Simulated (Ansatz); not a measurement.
**AlN: pressure coefficient of the gap from its deformation potential**

Theory: DFT PBE, scalar-relativistic, plane waves, PAW in Ansatz. Cutoff 420 eV, mesh 10×10×10 in the first runs.

The relaxed cell is F-43m with a = 4.403 Å. An equation of state gives B0 = 192.6 GPa at V0 = 10.672 Å³/atom, and gaps on the k mesh of 3.329 eV at 10.351 Å³/atom, 3.312 eV at 10.671 Å³/atom, 3.294 eV at 10.991 Å³/atom.

Q: Predict dE_g/dP at zero pressure, and compare with cells relaxed under pressure.

A: A parabola in ln V through the three points has the slope a = dE_g/d ln V = -0.58 eV at V0. Since dP = −B d ln V, dE_g/dP = −a/B = 3.0 meV/GPa. Separate runs under pressure gave gaps (over the zone) of 3.306 eV at -2.03 GPa, 3.312 eV at 0.00 GPa, 3.318 eV at 2.06 GPa, a slope of 3.1 meV/GPa at zero. The two routes agree within 0.1 meV/GPa. Compression widens this gap. Pressure coefficients of semilocal functionals are as a rule better than their gaps.

This zinc-blende form isn't the usual stable structure of the compound.